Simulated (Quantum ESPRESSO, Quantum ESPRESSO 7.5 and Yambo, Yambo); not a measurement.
# A GW chain in Yambo: NaCl (Fm-3m)

Aim: the G0W0 gap of NaCl (Fm-3m) on PBE, step by step.

Main program and level: Quantum ESPRESSO 7.5 and Yambo 5.3.0; PBE and many-body steps on it, plane waves.

This is a report of a sequence of runs, with most program output left out.

The database entry behind the starting cell differs from later determinations by our own check (an axis about 0.4 % short against later determinations), so it need not match the best structure at ambient conditions.

## 1. Starting point

The structure is cubic, space group Fm-3m (No. 225). The conventional cell has a = 5.620 Å, b = 5.620 Å, c = 5.620 Å, α = 90.00°, β = 90.00°, γ = 90.00°. Na has 6 Cl at 2.81 Å nearest. Nearest to Cl lie 6 Na at 2.81 Å. Farther neighbours and most contacts between anions are not listed.

The cell and positions come from the Crystallography Open Database and are kept as given unless a step says otherwise.

## 2. Ground state

This step: Quantum ESPRESSO 7.5; DFT, PBE, plane waves, norm-conserving pseudopotentials.

The ground-state density comes first.

Contents of pw.in:

```
&control
  calculation = 'scf'
  prefix = 'x'
  outdir = 'o'
  pseudo_dir = 'pseudo'
/
&system
  ibrav = 0
  nat = 2
  ntyp = 2
  ecutwfc = 76.0
  nbnd = 13
  force_symmorphic = .true.
/
&electrons
  conv_thr = 1e-10
  electron_maxstep = 80
  mixing_beta = 0.5
/
ATOMIC_SPECIES
  Na 22.99 Na.upf
  Cl 35.45 Cl.upf
CELL_PARAMETERS angstrom
  0.0000000000 2.8100000000 2.8100000000
  2.8100000000 0.0000000000 2.8100000000
  2.8100000000 2.8100000000 0.0000000000
ATOMIC_POSITIONS crystal
  Na 0.0000000000 0.0000000000 0.0000000000
  Cl 0.5000000000 0.5000000000 0.5000000000
K_POINTS automatic
  6 6 6 0 0 0
```

Command:

```
$ OMP_NUM_THREADS=1 mpirun -n 8 pw.x -nk 8 -in pw.in > pw.out
```

The job ended after 3.5 s (8 MPI ranks of Intel Xeon Platinum 8488C (Sapphire Rapids), shared host; peak memory 0.52 GiB).

This step gave:

```yaml
total_energy: -1693.8040 eV
gap: 5.150 eV
k_of_the_valence_top: 0, 0, 0
k_of_the_conduction_bottom: 0, 0, 0
least_direct_gap: 5.150 eV
```

The gap is direct, at Γ.

## 3. Bands along the symmetry lines

Levels along a band path, at the cheap level, show where the edges lie and whether the meshes to come will hold them.

Contents of pw.in:

```
&control
  calculation = 'bands'
  prefix = 'x'
  outdir = 'o'
  pseudo_dir = 'pseudo'
/
&system
  ibrav = 0
  nat = 2
  ntyp = 2
  ecutwfc = 76.0
  nbnd = 14
  force_symmorphic = .true.
/
&electrons
  conv_thr = 1e-9
  electron_maxstep = 80
  diago_full_acc = .true.
  diago_thr_init = 5e-6
/
ATOMIC_SPECIES
  Na 22.99 Na.upf
  Cl 35.45 Cl.upf
CELL_PARAMETERS angstrom
  0.0000000000 2.8100000000 2.8100000000
  2.8100000000 0.0000000000 2.8100000000
  2.8100000000 2.8100000000 0.0000000000
ATOMIC_POSITIONS crystal
  Na 0.0000000000 0.0000000000 0.0000000000
  Cl 0.5000000000 0.5000000000 0.5000000000
K_POINTS crystal
  50
  0.00000000 0.00000000 0.00000000 1
  0.06250000 0.00000000 0.06250000 1
  0.12500000 0.00000000 0.12500000 1
  0.18750000 0.00000000 0.18750000 1
  0.25000000 0.00000000 0.25000000 1
  0.31250000 0.00000000 0.31250000 1
  0.37500000 0.00000000 0.37500000 1
  0.43750000 0.00000000 0.43750000 1
  0.50000000 0.00000000 0.50000000 1
  0.51562500 0.03125000 0.51562500 1
  0.53125000 0.06250000 0.53125000 1
  0.54687500 0.09375000 0.54687500 1
  0.56250000 0.12500000 0.56250000 1
  0.57812500 0.15625000 0.57812500 1
  0.59375000 0.18750000 0.59375000 1
  0.60937500 0.21875000 0.60937500 1
  0.62500000 0.25000000 0.62500000 1
  0.37500000 0.37500000 0.75000000 1
  0.32812500 0.32812500 0.65625000 1
  0.28125000 0.28125000 0.56250000 1
  0.23437500 0.23437500 0.46875000 1
  0.18750000 0.18750000 0.37500000 1
  0.14062500 0.14062500 0.28125000 1
  0.09375000 0.09375000 0.18750000 1
  0.04687500 0.04687500 0.09375000 1
  0.00000000 0.00000000 0.00000000 1
  0.06250000 0.06250000 0.06250000 1
  0.12500000 0.12500000 0.12500000 1
  0.18750000 0.18750000 0.18750000 1
  0.25000000 0.25000000 0.25000000 1
  0.31250000 0.31250000 0.31250000 1
  0.37500000 0.37500000 0.37500000 1
  0.43750000 0.43750000 0.43750000 1
  0.50000000 0.50000000 0.50000000 1
  0.50000000 0.46875000 0.53125000 1
  0.50000000 0.43750000 0.56250000 1
  0.50000000 0.40625000 0.59375000 1
  0.50000000 0.37500000 0.62500000 1
  0.50000000 0.34375000 0.65625000 1
  0.50000000 0.31250000 0.68750000 1
  0.50000000 0.28125000 0.71875000 1
  0.50000000 0.25000000 0.75000000 1
  0.50000000 0.21875000 0.71875000 1
  0.50000000 0.18750000 0.68750000 1
  0.50000000 0.15625000 0.65625000 1
  0.50000000 0.12500000 0.62500000 1
  0.50000000 0.09375000 0.59375000 1
  0.50000000 0.06250000 0.56250000 1
  0.50000000 0.03125000 0.53125000 1
  0.50000000 0.00000000 0.50000000 1
```

Run time: 2.6 s. Hardware: 8 MPI ranks; peak memory 0.48 GiB.

Numbers from this step:

| Quantity | Value |
| --- | --- |
| gap | 5.150 eV |
| k of the valence top | 0, 0, 0 |
| k of the conduction bottom | 0, 0, 0 |
| least direct gap | 5.150 eV |

The gap is 5.150 eV, as in the run before at this level.

The electronic bands at the labelled points (eV, zero at the top of the highest filled band; v1 is the highest filled band, c1 the lowest empty one):

| point | v4 | v3 | v2 | v1 | c1 | c2 | c3 | c4 |
| --- | --- | --- | --- | --- | --- | --- | --- | --- |
| Γ | -12.68 | 0.00 | 0.00 | 0.00 | 5.15 | 11.06 | 11.06 | 11.06 |
| halfway | -12.47 | -1.08 | -0.32 | -0.32 | 7.13 | 9.10 | 10.83 | 12.41 |
| X | -12.29 | -1.69 | -0.61 | -0.61 | 7.55 | 8.05 | 11.40 | 14.88 |
| halfway | -12.28 | -1.62 | -0.77 | -0.58 | 7.79 | 8.33 | 11.15 | 13.72 |
| U | -12.28 | -1.43 | -1.13 | -0.50 | 8.24 | 9.04 | 10.59 | 12.74 |
| jump to K | -12.28 | -1.43 | -1.13 | -0.50 | 8.24 | 9.04 | 10.59 | 12.74 |
| halfway | -12.45 | -1.24 | -0.47 | -0.16 | 7.32 | 9.68 | 10.76 | 11.84 |
| Γ | -12.68 | 0.00 | 0.00 | 0.00 | 5.15 | 11.06 | 11.06 | 11.06 |
| halfway | -12.51 | -1.11 | -0.14 | -0.14 | 6.62 | 10.01 | 11.34 | 11.34 |
| L | -12.34 | -1.95 | -0.27 | -0.27 | 7.28 | 10.72 | 10.92 | 10.92 |
| halfway | -12.30 | -1.67 | -0.77 | -0.42 | 8.34 | 9.55 | 10.28 | 11.69 |
| W | -12.27 | -1.20 | -1.20 | -0.76 | 8.85 | 9.71 | 9.71 | 11.37 |
| halfway | -12.28 | -1.55 | -0.80 | -0.69 | 8.07 | 8.54 | 10.89 | 12.75 |
| X | -12.29 | -1.69 | -0.61 | -0.61 | 7.55 | 8.05 | 11.40 | 14.88 |

## 4. Empty states on the mesh, 4×4×4 mesh, 293 bands

The sums over transitions need many empty states on a uniform mesh; this step solves for them.

Contents of pw.in:

```
&control
  calculation = 'nscf'
  prefix = 'x'
  outdir = 'o'
  pseudo_dir = 'pseudo'
/
&system
  ibrav = 0
  nat = 2
  ntyp = 2
  ecutwfc = 76.0
  nbnd = 293
  force_symmorphic = .true.
/
&electrons
  conv_thr = 1e-9
  electron_maxstep = 80
  diago_full_acc = .true.
  diago_thr_init = 5e-6
/
ATOMIC_SPECIES
  Na 22.99 Na.upf
  Cl 35.45 Cl.upf
CELL_PARAMETERS angstrom
  0.0000000000 2.8100000000 2.8100000000
  2.8100000000 0.0000000000 2.8100000000
  2.8100000000 2.8100000000 0.0000000000
ATOMIC_POSITIONS crystal
  Na 0.0000000000 0.0000000000 0.0000000000
  Cl 0.5000000000 0.5000000000 0.5000000000
K_POINTS automatic
  4 4 4 0 0 0
```

Command:

```
$ OMP_NUM_THREADS=1 mpirun -n 8 pw.x -nk 4 -in pw.in > pw.out
```

Wall time 14 s (8 MPI ranks); peak memory 0.85 GiB; 1.8 min of CPU time.

Numbers from this step:

| Item | Value |
| --- | --- |
| gap | 5.150 eV |
| k of the valence top | 0, 0, 0 |
| k of the conduction bottom | 0, 0, 0 |
| least direct gap | 5.150 eV |
| k points computed | 8 |
| lowest point of the top converged band, above the valence top | 190.7747 eV |

On this mesh the gap is 5.150 eV.

## 5. Conversion and set-up

This step: Yambo 5.3.0; conversion and set-up on PBE, plane waves, norm-conserving pseudopotentials.

The states are converted to the many-body program's format and the q mesh is built.

Command:

```
$ (cd o/x.save; p2y > p2y.log; mv SAVE ../..); yambo > setup.log
```

Wall time 2.5 s (1 MPI rank); peak memory 0.25 GiB.

## 6. Screening and self-energy, 4×4×4 mesh, 293 bands, screening to 217.7 eV

Now the one-shot GW correction: screening in the RPA, then the self-energy of the levels asked for.

This step: G0W0 on PBE, plane waves, norm-conserving pseudopotentials.

Contents of gw3.in:

```
HF_and_locXC
gw0
dyson
ppa
em1d
rim_cut
RandQpts= 1000000
RandGvec= 1 RL
EXXRLvcs= 76 Ry
VXCRLvcs= 304 Ry
Chimod= "HARTREE"
% BndsRnXp
 1 | 293 |
%
NGsBlkXp= 16 Ry
% LongDrXp
 1 | 1 | 1 |
%
% GbndRnge
 1 | 293 |
%
DysSolver= "n"
ExtendOut
PPAPntXp= 27.21138 eV
% QPkrange
 1 | 1 | 7 | 10 |
%
```

Command:

```
$ OMP_NUM_THREADS=1 mpirun -n 8 yambo -F gw3.in -J gw3 -C gw3 > gw3.log
```

The job ended after 1.8 min (8 MPI ranks; peak memory 4.3 GiB).

Numbers from this step:

| Quantity | Value |
| --- | --- |
| G0W0 gap on the points computed | 8.165 eV |
| starting gap on the mesh | 5.150 eV |
| k of the valence top | 0, 0, 0 |
| k of the conduction bottom | 0, 0, 0 |
| least direct G0W0 gap on the computed points | 8.165 eV |
| Z at the valence top | 0.8140 |
| Z at the conduction bottom | 0.8674 |

The gap on the mesh goes from 5.15 eV to 8.16 eV, a correction of +3.02 eV.

Limits: finite bands, cutoff and mesh; coarse k mesh. v1 is the top filled band, c1 the lowest empty one. Levels before and after the correction, in eV, zero at the valence-band top of each column:

|  | conduction bottom | valence top |
| --- | --- | --- |
| Kohn-Sham | 5.15 | 0.00 |
| G0W0 | 8.16 | 0.00 |

|  | level | energy (eV) |
| --- | --- | --- |
| Kohn-Sham | Γ v2-v1 | 0.000 |
| Kohn-Sham | Γ c1 | 5.150 |
| Kohn-Sham | Γ c2 | 11.062 |
| G0W0 | Γ v2-v1 | 0.000 |
| G0W0 | Γ c1 | 8.165 |
| G0W0 | Γ c2 | 14.560 |

## 7. Where the time went

Times are wall times on the hardware named with each run, good to a factor of about two.

| step | time | share | memory (GiB) |
| --- | --- | --- | --- |
| ground state | 3.5 s | 3 % | 0.52 |
| bands along the symmetry lines | 2.6 s | 2 % | 0.48 |
| empty states on the mesh | 14 s | 11 % | 0.85 |
| conversion and set-up | 2.5 s | 2 % | 0.25 |
| screening and self-energy | 1.8 min | 82 % | 4.3 |

## 8. Summary of results

```
PBE gap              : 5.15 eV, direct
G0W0 gap on the mesh : 8.16 eV
GW settings          : 4×4×4 mesh, 293 bands, screening to 217.7 eV, Godby-Needs plasmon pole
known limits         : not at the basis limit; coarse k mesh
```

**Reading.** G0W0 moves the gap on the mesh from 5.15 eV to 8.16 eV (+3.02 eV), with Z of 0.81 and 0.87 at the edges. Only 1 of the mesh's irreducible points was corrected, so a valley elsewhere could overtake. The dearest step here is «screening and self-energy». Bands and cutoff are finite, so the gap is not at the basis limit. The miss can reach some tenths of an eV and take either sign; the mesh is an error of its own. In the G0W0 run levels were corrected at 1 k point alone, so a gap called «on the mesh» is the least over those, and an edge elsewhere would be missed. The 4×4×4 mesh is coarse for this cell, which bears on the long-range parts of exchange and screening.

[Paths, hosts, dates, memory and timing lines, banners, echoed tables and standing remarks are left out of the program output.]

[Logs are printed without paths, hosts, clocks, repeated set-up lines and the standing remarks that a program may print on its own settings, such as how far it seeks lower states.]

[Runs of the session that timed out or met a known fault of the program may be left out.]

[Hosts, paths, dates, database ids (printed as entryN), source tags and the programs' standing remarks are cut or masked in the printed files.]
